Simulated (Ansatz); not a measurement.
The system is AlNi.

```
Ni Al
1.0
     2.88100    0.00000    0.00000
     0.00000    2.88100    0.00000
     0.00000    0.00000    2.88100
Ni Al
1 1
Direct
  0.50000 0.50000 0.50000
  0.00000 0.00000 0.00000
```

Base run:

```yaml
Program: Ansatz 0.2.0
Functional: PBE
Potentials_or_basis: Ansatz PAW
Cutoff: "420 eV (not typed: the program's choice for these potentials)"
k_mesh: 8 × 8 × 8
Occupations: fermi-dirac, width 0.05 eV
Spin: collinear spin, ferromagnetic start
Starting_moments: "[1.0, 0.0] μB"
Fixed_moment: 1 μB
```

Its results: pressure 5.8 GPa; site moments Ni +0.72; Al +0.10 μB.

**Question.** After a change of settings the same cell gave: pressure 7.9 GPa; site moments Ni +0.85; Al +0.12 μB. Which change was it?
A. fixed moment from 1 μB to 0.8 μB; moments at the start from [1.0, 0.0] to [0.8, 0.0]
B. fixed moment from 1 μB to 0.2 μB; moments at the start from [1.0, 0.0] to [0.2, 0.0]
C. fixed moment from 1 μB to 1.5 μB; moments at the start from [1.0, 0.0] to [1.5, 0.0]
D. fixed moment from 1 μB to 1.2 μB; moments at the start from [1.0, 0.0] to [1.2, 0.0]

**Answer.** D.

Caveats: the total moment is fixed, so each spin has its own Fermi level; the thresholds are loose for stress.
